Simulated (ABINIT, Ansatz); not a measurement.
An input for ABINIT 10.8.3 (CaO (Lime)):

```
acell 3*1.0 Angstrom
rprim 
  -0.000000000000 2.406500000000 2.406500000000
  2.406500000000 -0.000000000000 2.406500000000
  2.406500000000 2.406500000000 -0.000000000000
ntypat 2
znucl 20 8
natom 2
typat 1 2
xred 
  0.000000000000 0.000000000000 0.000000000000
  0.500000000000 0.500000000000 0.500000000000
pp_dirpath "pseudos"
pseudos "Ca.upf, O.upf"
ecut 36
ngkpt 6 6 6
nshiftk 1
shiftk 0 0 0
kptopt 1
chksymbreak 0
istwfk *1
occopt 1
irdwfk 1
optdriver 4
nband 214
gwcalctyp 0
ecutsigx 36
symsigma 1
nkptgw 2
kptgw 
  0.0000000000 0.0000000000 0.0000000000
  0.5000000000 0.5000000000 0.0000000000
bdgw 
  6 12
  7 10
ecuteps 10.4
irdscr 1
ppmodel 1
indata_prefix "in"
outdata_prefix "out"
tmpdata_prefix "tmp"
```

```sh
OMP_NUM_THREADS=1 mpirun -n 8 abinit run.abi > log
```

**Question.** Estimate wall time and host memory on 8 MPI ranks of Arm Neoverse V2, shared host.

It took 25 s; on shared hardware allow 12 s to 50 s. Peak host memory was 2.6 GiB.

[Paths, hosts, dates, memory and timing lines, banners, echoed tables and standing remarks are left out of the program output.]

[Logs are printed without paths, hosts, clocks, repeated set-up lines and the standing remarks that a program may print on its own settings, such as how far it seeks lower states.]

[Runs of the session that timed out or met a known fault of the program may be left out.]

[Hosts, paths, dates, database ids (printed as entryN), source tags and the programs' standing remarks are cut or masked in the printed files.]

[G0W0 gaps are taken among the corrected bands and points alone; a level outside them can change the order at an edge.]

[Where Ansatz stands beside ABINIT at settings called matched, ABINIT's density can come from a denser mesh and the files from another edition; pairs whose starting gaps differed by over 0.03 eV were left out, so agreement reads better than it is.]
